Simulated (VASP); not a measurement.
Se:

```
Se
1.0
     4.50482    0.00000    0.00000
    -2.25241    3.90129    0.00000
     0.00000    0.00000    4.97880
Se
3
Direct
  0.21789 0.00000 0.33333
  0.00000 0.21789 0.66667
  0.78211 0.78211 0.00000
```

| Property | Result |
| --- | --- |
| Program | VASP 6.6.1 |
| Task | relaxation of cell and atoms |
| Functional | PBE |
| Potentials or basis | VASP PAW PBE potentials, release 64 (Se) |
| Cutoff | 600 eV |
| k mesh | 9 × 9 × 6 |
| Occupations | gaussian, width 0.02 eV |
| Spin | no spin polarisation |

At the start: pressure 1.6 GPa; volume 29.17 Å³/atom.

Question: How do energy, volume and symmetry change on relaxing?

Answer: Over 9 steps the energy falls by 4.4 meV/atom and the volume is 29.80 Å³/atom (+2.2 %); space group P3_121 (No. 152, to 0.05 Å).

Step by step:
```
step  energy change (eV)  largest force (eV/Å)  pressure (GPa)  volume (Å³)
   1              0.0000                0.3200            1.56        87.50
   2             -0.0005                0.3302           -1.37        91.15
   3             -0.0131                0.0229            0.01        89.30
   4             -0.0131                0.0164            0.04        89.27
   5             -0.0132                0.0088            0.04        89.31
   6             -0.0133                0.0013            0.03        89.37
   7             -0.0133                0.0051            0.02        89.39
   8             -0.0133                0.0072           -0.03        89.46
   9             -0.0133                0.0007            0.00        89.41
```

Final structure:
```xyz
3
Lattice="4.5234 0.0000 0.0000 -2.2617 3.9174 0.0000 0.0000 0.0000 5.0460" Properties=species:S:1:pos:R:3 pbc="T T T"
Se    0.9908    0.0000    1.6820
Se   -0.4954    0.8580    3.3640
Se    1.7663    3.0594    0.0000
```
